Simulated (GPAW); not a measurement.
ZrS2:

```
Zr S
1.0
     3.69138    0.00000    0.00000
    -1.84569    3.19683    0.00000
     0.00000    0.00000    6.04108
Zr S
1 2
Direct
  0.00000 0.00000 0.00000
  0.33333 0.66667 0.23791
  0.66667 0.33333 0.76209
```

The cell is a database's computed one.

* Program: GPAW 26.7.0
* Task: relaxation of cell and atoms
* Functional: LDA
* Potentials or basis: the program's PAW data sets (release 1.2.1) made for this functional
* Cutoff: 600 eV
* Basis: pw
* k mesh: 8 × 8 × 5
* Occupations: fermi-dirac, width 0.05 eV
* Spin: no spin polarisation

At the start: pressure -5.0 GPa; volume 23.76 Å³/atom.

Problem. How do energy, volume and symmetry change on relaxing?

Solution. Over 10 steps the energy falls by 30.3 meV/atom and the volume is 20.97 Å³/atom (-11.7 %); space group P-3m1 (No. 164, to 0.05 Å).

The path:
| step | energy change (eV) | largest force (eV/Å) | pressure (GPa) | volume (Å³) |
| --- | --- | --- | --- | --- |
| 1 | 0.0000 | 0.3416 | -4.96 | 71.29 |
| 2 | -0.0232 | 0.1788 | -3.84 | 70.54 |
| 3 | -0.0521 | 0.3035 | -0.30 | 68.30 |
| 4 | -0.0547 | 0.2800 | -0.33 | 68.18 |
| 5 | -0.0704 | 0.0194 | -0.23 | 66.21 |
| 6 | -0.0711 | 0.0303 | -0.22 | 66.22 |
| 7 | -0.0802 | 0.1249 | -0.16 | 65.60 |
| 8 | -0.0875 | 0.1497 | 0.01 | 64.10 |
| 9 | -0.0899 | 0.0847 | 0.09 | 63.17 |
| 10 | -0.0910 | 0.0066 | 0.01 | 62.91 |

Final structure:
```cif
data_structure
_symmetry_space_group_name_H-M 'P 1'
_symmetry_Int_Tables_number 1
_cell_length_a 3.5917
_cell_length_b 3.5917
_cell_length_c 5.6314
_cell_angle_alpha 90.000
_cell_angle_beta 90.000
_cell_angle_gamma 120.000
_cell_volume 62.91
loop_
_atom_site_label
_atom_site_type_symbol
_atom_site_fract_x
_atom_site_fract_y
_atom_site_fract_z
_atom_site_occupancy
Zr1 Zr 0.00000 0.00000 0.00000 1
S1 S 0.33333 0.66667 0.25710 1
S2 S 0.66667 0.33333 0.74290 1
```

Caveat: later steps reuse the first step's grids.
